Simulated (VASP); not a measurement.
Input of a VASP 6.6.1 run:

File INCAR:

```
PREC = Accurate
ENCUT = 600
EDIFF = 1E-6
ISMEAR = 1
SIGMA = 0.1
LREAL = False
LASPH = True
NELM = 80
ALGO = Normal
ISIF = 3
LWAVE = False
LCHARG = False
GGA = PE
IBRION = 2
NSW = 90
EDIFFG = -0.01
```

KPOINTS

```
Automatic mesh
0
Gamma
  16 16 16
```

The input POSCAR:

```
Al
1.0
    0.0000000000      2.0248050000      2.0248050000
    2.0248050000      0.0000000000      2.0248050000
    2.0248050000      2.0248050000      0.0000000000
Al
1
Direct
    0.0000000000      0.0000000000      0.0000000000
```

Potentials or basis: VASP PAW PBE potentials, release 64 (Al).

Launch:

```console
$ cat potpaw_PBE.64/Al/POTCAR > POTCAR
$ mpirun -np 1 vasp_std > vasp.out
```

(1) What does it give for the relaxed cell?

(2) What does it give for the band gap on the k mesh?

Results:

(1) a = 2.856 Å, b = 2.856 Å, c = 2.856 Å, α = 60.00°, β = 60.00°, γ = 60.00°.

(2) none (metal or under the smearing width).
